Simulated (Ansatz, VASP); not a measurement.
## Cross-check of B31N31O (V_B-O_N) between VASP and Ansatz

One calculation is typed for both programs; each brings its own data sets. How far apart do they land? The cell is taken from a series of runs on this material, whose earlier steps may have relaxed, scaled, displaced or heated it; both programs get it as it stands.

Program: Ansatz 0.2.0. Level of theory: plane waves, with VASP 6.6.1 beside it; single point at HSE06. Results are calculated unless marked as measured.

**1. Set-up**

The cell holds 63 atoms: 31 B, 31 N and 1 O. Cell: a = 7.249 Å, b = 7.249 Å, c = 7.249 Å, α = 90.0°, β = 90.0°, γ = 90.0°. It derives from BN (BN (F-43m)). Nearest the centre at fractional (0.500, 0.500, 0.500): N45 at 1.71 Å, N52 at 1.71 Å, N55 at 1.72 Å, O63 at 1.72 Å, B15 at 2.53 Å, B22 at 2.53 Å, B16 at 2.53 Å, B24 at 2.54 Å.

Structure file:

```xyz
63
Lattice="7.2493 0.0000 0.0000 0.0000 0.0000 -7.2493 0.0000 7.2493 0.0000" Properties=species:S:1:pos:R:3 pbc="T T T"
B     0.0037    7.2426   -0.0007
B     7.2460    1.8064   -1.8138
B     1.8168    1.8064   -7.2430
B     1.8168    7.2357   -1.8138
B     0.0038    3.6158   -0.0008
B     0.0073    5.4305   -1.8131
B     1.8161    5.4305   -0.0043
B     1.8022    3.6105   -1.7992
B     0.0038    7.2428   -3.6232
B     0.0073    1.8057   -5.4379
B     1.8023    1.7919   -3.6179
B     1.8161    7.2462   -5.4379
B     0.0031    3.6187   -3.6262
B     0.0032    5.4309   -5.4383
B     1.8375    5.4150   -3.6273
B     1.8375    3.6198   -5.4224
B     3.6262    7.2427   -0.0008
B     3.6210    1.7919   -1.7992
B     5.4409    1.8057   -0.0043
B     5.4409    7.2462   -1.8131
B     3.6292    3.6187   -0.0001
B     3.6303    5.4150   -1.8345
B     5.4413    5.4309   -0.0002
B     5.4254    3.6198   -1.8345
B     3.6292    7.2420   -3.6262
B     3.6303    1.8271   -5.4224
B     5.4254    1.8271   -3.6272
B     5.4413    7.2421   -5.4383
B     3.6280    5.4239   -5.4314
B     5.4344    5.4240   -3.6250
B     5.4344    3.6176   -5.4314
N     0.9041    2.7103   -0.9011
N     0.9041    0.8937   -2.7177
N     2.7207    0.8937   -0.9010
N     0.9122    6.3367   -0.9092
N     0.9229    4.5102   -2.7206
N     2.7236    4.5102   -0.9199
N     2.7243    6.3344   -2.7213
N     0.9229    2.7132   -4.5177
N     0.9122    0.9018   -6.3441
N     2.7236    0.9125   -4.5177
N     2.7243    2.7139   -6.3418
N     0.9043    6.3459   -4.5375
N     0.9043    4.5301   -6.3533
N     2.6506    4.6109   -4.6184
N     2.7207    6.3499   -6.3573
N     4.5207    2.7132   -0.9199
N     4.5207    0.9125   -2.7206
N     6.3471    0.9018   -0.9092
N     6.3448    2.7139   -2.7213
N     4.5404    6.3459   -0.9013
N     4.6214    4.6110   -2.6476
N     6.3563    4.5301   -0.9014
N     6.3603    6.3499   -2.7177
N     4.6214    2.6402   -4.6184
N     4.5404    0.8939   -6.3533
N     6.3563    0.8940   -4.5375
N     6.3603    2.7103   -6.3573
N     4.5354    6.3403   -4.5324
N     4.5354    4.5250   -6.3477
N     6.3508    4.5250   -4.5324
N     6.3490    6.3386   -6.3460
O     2.6362    2.6258   -2.6332
```

**2. Ansatz: single point, HSE06**

Ansatz runs on its default PAW (the set named soft_2) files.

With cell and atoms fixed, the geometry can't cause a difference; cores, projectors, grids and the points listed under the comparison can.

Input file input.yaml:

```yaml
crystal:
  lattice:
    - [7.24933471, 0.0, 0.0]
    - [0.0, 0.0, -7.24933471]
    - [0.0, 7.24933471, 0.0]
  atoms:
    - { symbol: B, position: [0.00051662234, 0.00010098866, -0.00092283006] }
    - { symbol: B, position: [-0.0004540052, 0.25019735005, 0.24917555626] }
    - { symbol: B, position: [0.25061542611, -0.00086939601, 0.24917552853] }
    - { symbol: B, position: [0.250613724, 0.25019835126, -0.00188560073] }
    - { symbol: "N", position: [0.12471002764, 0.12429734454, 0.37386658942] }
    - { symbol: "N", position: [0.12470972789, 0.37488671643, 0.12327560565] }
    - { symbol: "N", position: [0.37530318138, 0.12429349863, 0.12327599287] }
    - { symbol: O, position: [0.36365127323, 0.36323522311, 0.36221026352] }
    - { symbol: B, position: [0.00052562625, 0.00011352825, 0.49877435041] }
    - { symbol: B, position: [0.0010074365, 0.25010597979, 0.74910572433] }
    - { symbol: B, position: [0.25051676967, 0.00059546071, 0.74910382576] }
    - { symbol: B, position: [0.2486062161, 0.24819497063, 0.49804598801] }
    - { symbol: "N", position: [0.12583492406, 0.12541997871, 0.87410735683] }
    - { symbol: "N", position: [0.12730661356, 0.37528678043, 0.62215844332] }
    - { symbol: "N", position: [0.37570126354, 0.12689301996, 0.62215902984] }
    - { symbol: "N", position: [0.37580524029, 0.3753900016, 0.8737848199] }
    - { symbol: B, position: [0.00053034193, 0.49979600468, -0.00090584263] }
    - { symbol: B, position: [0.00100745959, 0.75012480236, 0.24908294248] }
    - { symbol: B, position: [0.24861417368, 0.4990694301, 0.24717706236] }
    - { symbol: B, position: [0.25051804341, 0.7501273361, -0.00042933979] }
    - { symbol: "N", position: [0.12730933186, 0.62318159761, 0.37426461314] }
    - { symbol: "N", position: [0.12583235734, 0.87512956318, 0.12439593263] }
    - { symbol: "N", position: [0.37569992802, 0.6231816703, 0.12587098668] }
    - { symbol: "N", position: [0.3758059871, 0.87480644242, 0.37436681498] }
    - { symbol: B, position: [0.00043164896, 0.5002057738, 0.49918364791] }
    - { symbol: B, position: [0.00044400831, 0.75017831764, 0.7491567641] }
    - { symbol: B, position: [0.25347235346, 0.50035728796, 0.74696185876] }
    - { symbol: B, position: [0.25347691749, 0.7479830011, 0.49933213024] }
    - { symbol: "N", position: [0.12474664463, 0.62591281146, 0.87538171424] }
    - { symbol: "N", position: [0.1247493161, 0.87640257723, 0.62489335762] }
    - { symbol: "N", position: [0.36563650524, 0.63707398723, 0.63605122928] }
    - { symbol: "N", position: [0.37529787113, 0.87695151455, 0.87592700516] }
    - { symbol: B, position: [0.50020989657, 0.00011154925, -0.00090933427] }
    - { symbol: B, position: [0.4994915546, 0.24819197403, 0.24717708683] }
    - { symbol: B, position: [0.75054135056, 0.00059028462, 0.24907991695] }
    - { symbol: B, position: [0.75054235917, 0.25010095704, -0.00042827729] }
    - { symbol: "N", position: [0.62359857315, 0.1268928475, 0.37426657491] }
    - { symbol: "N", position: [0.62359715979, 0.37528297693, 0.12587380599] }
    - { symbol: "N", position: [0.87554496415, 0.12541733006, 0.12439669534] }
    - { symbol: "N", position: [0.87522193949, 0.37539150782, 0.37437034902] }
    - { symbol: B, position: [0.50062196968, 1.380586e-05, 0.49918335897] }
    - { symbol: B, position: [0.50077060425, 0.25305240729, 0.74696763177] }
    - { symbol: B, position: [0.75058818562, 2.663028e-05, 0.74915441161] }
    - { symbol: B, position: [0.74839831569, 0.25306025921, 0.49933382738] }
    - { symbol: "N", position: [0.62632504753, 0.12433022959, 0.87538031392] }
    - { symbol: "N", position: [0.63749601868, 0.36522013387, 0.63606265326] }
    - { symbol: "N", position: [0.87681311083, 0.12433633541, 0.62489584918] }
    - { symbol: "N", position: [0.87736868413, 0.37488581588, 0.87593266143] }
    - { symbol: B, position: [0.50062320517, 0.50020474115, -0.0010061552] }
    - { symbol: B, position: [0.50077180203, 0.74798550399, 0.25203448433] }
    - { symbol: B, position: [0.74839954966, 0.5003504611, 0.25204069324] }
    - { symbol: B, position: [0.75059008698, 0.75017481158, -0.00099492436] }
    - { symbol: "N", position: [0.63749590278, 0.6370803787, 0.36420283798] }
    - { symbol: "N", position: [0.62632561076, 0.87639943835, 0.12331050895] }
    - { symbol: "N", position: [0.87681257112, 0.6259134979, 0.12331631228] }
    - { symbol: "N", position: [0.87736797884, 0.87695293981, 0.37386688889] }
    - { symbol: B, position: [0.50046211565, 0.74922053058, 0.74819424305] }
    - { symbol: B, position: [0.74964310647, 0.50005162903, 0.74820190896] }
    - { symbol: B, position: [0.7496419998, 0.74922106413, 0.49903056337] }
    - { symbol: "N", position: [0.62563328828, 0.62521658506, 0.8746089042] }
    - { symbol: "N", position: [0.62563324307, 0.87562966325, 0.62419821183] }
    - { symbol: "N", position: [0.87604796557, 0.62522046263, 0.62420202636] }
    - { symbol: "N", position: [0.87580774522, 0.87539430651, 0.8743730249] }
  host:
    repeats: [2, 2, 2]
    atoms:
      - { symbol: B, position: [0.0, 0.0, 0.0] }
      - { symbol: B, position: [0.0, 0.5, 0.5] }
      # ... 6 more atoms of the perfect host
basis:
  ecutwfc: 420
  xc_grid: 2
hamiltonian:
  xc: hse06
kpoints:
  mp_grid: { grid: [1, 1, 1] }
magnetization:
  spin_polarized: true
  initial_magnetization: 2
  spin_locking: { lock_magnetization: hard }
scf:
  occupations: { method: fermi_dirac, width: 0.01 }
  max_iter: 60
  n_extra_bands: 16
  lower_state_search: "off"
output:
  forces: true
  eigenvalues: true
checkpoint:
  read: "../exc.ground.q0_M2.run"
  write: "../exc0_q0_M2.hse06.g0.run"
  compress: false
  write_wavefunctions: true
  write_every: 100000
```

Launch:

```console
$ ansatz run input.yaml --threads 4 --pin off --max-ram 7536MiB --backend cpu --events-out ev --progress --plain --runs-dir out
```

Log:

```text
Warning: the atoms were moved onto the symmetric positions of the space group found under crystal.symmetry.tolerance 1.0e-5 (fractional; no operation is sought that the atoms, as they stand in a round, miss by more than twice it, and no atom is moved by as much as it), and the run uses the moved positions. Before a round's move an operation carried an atom to 9.93e-5 Å from where it should land, the largest such dist [...]
[...]
Free energy (F): -17376.299572 eV
Frozen-core exchange: fock
Harris-Foulkes:  -17376.299572 eV  (|F-HF|=2.26e-10)
Internal energy: -17376.299572 eV  (E = F + TS)
E sigma→0 (E₀):  -17376.299572 eV
Fermi energy:    11.285716 (↑ 12.857628, ↓ 11.285716) eV
--- Per-component energies (eV) ---
  E_band       = 338.269961
  E_kinetic    = 5918.152243
  E_local      = -5920.165440  (includes V_loc(G=0)·N_el)
  E_nonlocal   = 1767.071927
  E_hartree    = 1697.102611
  E_xc         = -2399.394122
  E_vxc        = -2956.175164  (∫ρ·V_xc dr)
  E_exx        = -623.998211  (= α·E_x^exact, valence–valence)
  E_paw        = -6500.800713  (= ΣΔE_a)
  E_vpaw       = -616.828871  (= ΣTr[D̂ρ^β])
  E_aug_tail   = 0.005663  (compensation charges beyond the density's cutoff)
  E_ewald      = -11313.171070
  E_core_change = -1.102458  (= ΣΔE_core)
  E_smearing   = -0.000000  (= −TS)
  E_closure    = -0.000002  (closes the sum)
  Σ components = -17376.299572   (vs F -17376.299572, Δ=0.00e0)
--- Forces (eV/Å), atoms counted from 1 ---
  atom   1  B      0.00746288     0.00746288    -0.00746288
  atom   2  B      0.01296840    -0.02729339     0.02729339
  atom   3  B     -0.02729339    -0.02729339    -0.01296840
  atom   4  B     -0.02729339     0.01296840     0.02729339
  atom   5  N      0.02115944     0.02153324    -0.02115944
  atom   6  N      0.02115944     0.02115944    -0.02153324
  atom   7  N      0.02153324     0.02115944    -0.02115944
  atom   8  O     -0.16833178    -0.16833178     0.16833178
  atom   9  B      0.01686236     0.03258085    -0.01686236
  atom  10  B      0.02155967     0.04799716     0.03410866
  atom  11  B     -0.03410866     0.04799716    -0.02155967
  atom  12  B     -0.00188358    -0.07774882     0.00188358
  atom  13  N      0.00868735    -0.02749072    -0.00868735
  atom  14  N      0.02797213    -0.01901295    -0.02512470
  atom  15  N      0.02512470    -0.01901295    -0.02797213
  atom  16  N      0.03745362    -0.06129516    -0.03745362
  atom  17  B      0.01686236     0.01686236    -0.03258085
  atom  18  B      0.02155967    -0.03410866    -0.04799716
  atom  19  B     -0.00188358    -0.00188358     0.07774882
  atom  20  B     -0.03410866     0.02155967    -0.04799716
  atom  21  N      0.02797213     0.02512470     0.01901295
  atom  22  N      0.00868735     0.00868735     0.02749072
  atom  23  N      0.02512470     0.02797213     0.01901295
  atom  24  N      0.03745362     0.03745362     0.06129516
[...]
atom  56  N     -0.09677067     0.03454099     0.09677067
  atom  57  B      0.10193929     0.19615463    -0.19615463
  atom  58  B      0.19615463     0.19615463    -0.10193929
  atom  59  B      0.19615463     0.10193929    -0.19615463
  atom  60  N     -0.03638497    -0.07119963     0.03638497
  atom  61  N     -0.03638497    -0.03638497     0.07119963
  atom  62  N     -0.07119963    -0.03638497     0.03638497
  atom  63  N     -0.03140647    -0.03140647     0.03140647
  max |Σ_I F_I| component: 3.85e-5 eV/Å
--- Band table (eV) ---
  k-point 0 ↑: bands = ["-13.0233", "-11.7598", "-10.0573", "-10.0573", "-10.0189", "-10.0189", "-9.8295", "-9.3685", "-8.3578", "-8.3578", "-8.2407", "-8.2407", "-8.2162", "-8.2162", "-8.1789", "-8.1592", "-8.1316", "-8.1316", "-7.8843", "-7.7690", "-7.5766", "-7.5766", "-7.4851", "-6.4782", "-6.1553", "-6.1553", "-5.9905", "-5.8427", "-5.8369", "-5.8369", "-5.8170", "-5.8170", "-1.6420", "-1.6420", "-1.6072", "-1.4 [...]
  k-point 0 ↓: bands = ["-13.0082", "-11.7054", "-10.0007", "-10.0007", "-9.9373", "-9.9373", "-9.7441", "-9.3260", "-8.2291", "-8.2291", "-8.2078", "-8.2078", "-8.1673", "-8.1673", "-8.1625", "-8.1142", "-8.0239", "-8.0239", "-7.7992", "-7.7209", "-7.4259", "-7.4259", "-7.1655", "-6.1981", "-6.0817", "-6.0817", "-5.9132", "-5.7986", "-5.7986", "-5.7855", "-5.3961", "-5.3961", "-1.6100", "-1.6100", "-1.5789", "-1.360 [...]
```

(Part 1 of 2 ends here.)

[Lines on the potential files, build, host, timing and source positions are cut from VASP's logs without a mark.]

[Logs are printed without paths, hosts, clocks, repeated set-up lines and the standing remarks that a program may print on its own settings, such as how far it seeks lower states.]

[Hosts, paths, dates, database ids (printed as entryN), source tags and the programs' standing remarks are cut or masked in the printed files.]
